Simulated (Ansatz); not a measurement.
**Calculated field gradients at the nuclei for Al₂O₃ under strain**

The cell is a refined structure from the COD, relaxed with PBE at fixed cell and then changed (z compressed by 3 %, ions relaxed).

```cif
data_structure
_symmetry_space_group_name_H-M 'P 1'
_symmetry_Int_Tables_number 1
_cell_length_a 5.0210
_cell_length_b 5.0210
_cell_length_c 5.0210
_cell_angle_alpha 56.597
_cell_angle_beta 56.597
_cell_angle_gamma 56.597
_cell_volume 82.47
loop_
_atom_site_label
_atom_site_type_symbol
_atom_site_fract_x
_atom_site_fract_y
_atom_site_fract_z
_atom_site_occupancy
Al1 Al 0.35305 0.35305 0.35305 1
Al2 Al 0.14695 0.14695 0.14695 1
Al3 Al 0.64695 0.64695 0.64695 1
Al4 Al 0.85305 0.85305 0.85305 1
O5 O 0.55586 0.94414 0.25000 1
O6 O 0.25000 0.55586 0.94414 1
O7 O 0.94414 0.25000 0.55586 1
O8 O 0.44414 0.05586 0.75000 1
O9 O 0.75000 0.44414 0.05586 1
O10 O 0.05586 0.75000 0.44414 1
```

Atoms are numbered from 1 in the order listed; like atoms form one site, named after its first atom.

Method: Kohn–Sham DFT in Ansatz, PBE, plane waves and PAW, scalar-relativistic, 420 eV cutoff, Γ-centred 8×8×8 k-points, Fermi–Dirac smearing 0.02 eV.

C_Q = eQV_zz/h, which is 24.18 MHz for Q = 1 b and V_zz = 10²¹ V/m²; η = (V_xx − V_yy)/V_zz. ν_Q = 3|C_Q|/[2I(2I − 1)].

²⁷Al: I = 5/2, Q = 146.6 mb; ¹⁷O: I = 5/2, Q = -25.58 mb. Nuclear quadrupole moments: year-2017 set (Pyykkö).

| site | atoms (order as listed) | first shell | C_Q (MHz) | η | ν_Q (MHz) |
| --- | --- | --- | --- | --- | --- |
| Al | 1, 2, 3, 4 | 6 O at 1.84–1.95 Å | 2.87 | 0.00 | 0.431 |
| O | 5, 6, 7, 8, 9, 10 | 4 Al at 1.84–1.95 Å; also 2 Al at 3.21 Å | 2.29 | 0.23 | 0.344 |

An axis of threefold or higher order runs through Al, so V_zz lies along it and η is zero.

At this changed cell the PBE pressure is 15 GPa.

The relaxation (4 steps) took 8.4 s of wall time (25 s of CPU time) and 0.53 GiB at its peak, on 4 threads of Intel Xeon Platinum 8488C (Sapphire Rapids) (x86_64; 16 cores open to the job, memory cap 8.0 GiB, no GPU), a shared host with a load of 0.4 a core.
